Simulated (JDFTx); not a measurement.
InP:

```
In P
1.0
     0.00000    2.93050    2.93050
     2.93050    0.00000    2.93050
     2.93050    2.93050    0.00000
In P
1 1
Direct
  0.00000 0.00000 0.00000
  0.75000 0.75000 0.75000
```

| Quantity | Value |
| --- | --- |
| Program | JDFTx 1.7.0 (patched build) |
| Task | single point |
| Functional | PBE |
| Potentials or basis | PseudoDojo-SR-PBE-0.5-standard |
| Cutoff | 952 eV |
| Density cutoff | 3810 eV |
| k mesh | 8 × 8 × 8 |
| Occupations | fermi-dirac, width 0.05 eV |
| Spin | no spin polarisation |

On this cell: pressure 3.4 GPa; largest force zero by symmetry; band gap on the k mesh 0.71 eV, direct.

The same run follows on a disturbed copy (atoms moved at random, drawn with an rms of 0.05 Å):

```xyz
2
Lattice="0.0000 2.9305 2.9305 2.9305 0.0000 2.9305 2.9305 2.9305 0.0000" Properties=species:S:1:pos:R:3 pbc="T T T"
In   -0.0592   -0.0125   -0.0019
P     4.4281    4.4563    4.3997
```

Problem. What changes?

Solution. The energy moves by +29.2 meV/atom; pressure 3.8 GPa; largest force 1.023 eV/Å; band gap on the k mesh 0.53 eV, direct.

Forces in eV/Å, atoms in the order of the input:
```
In   0.776  0.629  0.223
P   -0.776 -0.628 -0.223
```

Stress tensor (GPa, compression positive):
```
3.61 0.64 2.12
0.64 3.73 2.63
2.12 2.63 3.94
```

Caveats: the empty levels aren't tightly converged; spin-orbit coupling is left out, which moves the levels of the heavy elements; forces may be off by hundredths of an eV/Å (some runs).

